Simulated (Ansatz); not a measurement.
Crystal: FeO (Wuestite).

```xyz
2
Lattice="0.0000 2.1554 2.1554 2.1554 0.0000 2.1554 2.1554 2.1554 0.0000" Properties=species:S:1:pos:R:3 pbc="T T T"
Fe    0.0000    0.0000    0.0000
O     2.1554    2.1554    2.1554
```

Base run:

```yaml
Program: Ansatz 0.2.0
Functional: PBE
Potentials_or_basis: all-electron LAPW, scalar-relativistic
Cutoff: 349 eV (chosen from the basis error)
Basis_error_allowed: 0.001 eV/atom
k_mesh: 11 × 11 × 11
Occupations: gaussian, width 0.011 eV
Spin: collinear spin, ferromagnetic start
Starting_moments: "[3.0, 0.0] μB"
```

Its results: pressure -0.4 GPa; net moment 4.00 μB per cell; site moments Fe +3.62; O +0.32 μB.

**Question.** The run is repeated on the same cell with these changes: functional from PBE to PBEsol; occupations from gaussian, width 0.011 eV to fermi-dirac, width 0.05 eV. What comes out?

**Answer.** Pressure -8.6 GPa; net moment 4.00 μB per cell; site moments Fe +3.62; O +0.32 μB.

Caveats: a cell with one magnetic atom can't hold antiferromagnetic order, which such compounds often take.
